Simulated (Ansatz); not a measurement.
**LDA, PBE, PBEsol and r²SCAN on Mg**

```
CELL_PARAMETERS angstrom
3.20927 0.00000 0.00000
-1.60464 2.77931 0.00000
0.00000 0.00000 5.21033
ATOMIC_POSITIONS crystal
Mg 0.33333 0.66667 0.25000
Mg 0.66667 0.33333 0.75000
```

Atom numbers follow the list: Mg1, Mg2.

The cell is COD entry 9008506, as deposited and not checked against the literature; nothing was relaxed.

One fixed cell is solved with several functionals by PAW (frozen-core files) in Ansatz 0.2.0, scalar-relativistically. A positive pressure means that the functional wants a larger cell.

The PAW files were made with PBE; their cores are remade for each functional.

The runs use a Γ-centred 12×12×7 k mesh, Fermi–Dirac smearing of 0.08 eV, cutoff 420 eV, no spin polarisation.

Cutoffs: PBE 420 eV, LDA 420 eV, PBEsol 420 eV, r²SCAN 500 eV.

```tsv
setting	P (GPa)	lowest level at Γ above −25 eV, from the valence-band top or, without a gap, the Fermi level (eV)
PBE	?	-6.84
LDA	?	-6.83
PBEsol	-1.12	-6.84
r²SCAN	-1.10	-7.29
```

(1) What belongs in the row "PBE", column "P (GPa)"?

(2) What belongs in the row "LDA", column "P (GPa)"?

Results:

(1) -0.45.

(2) -2.49.
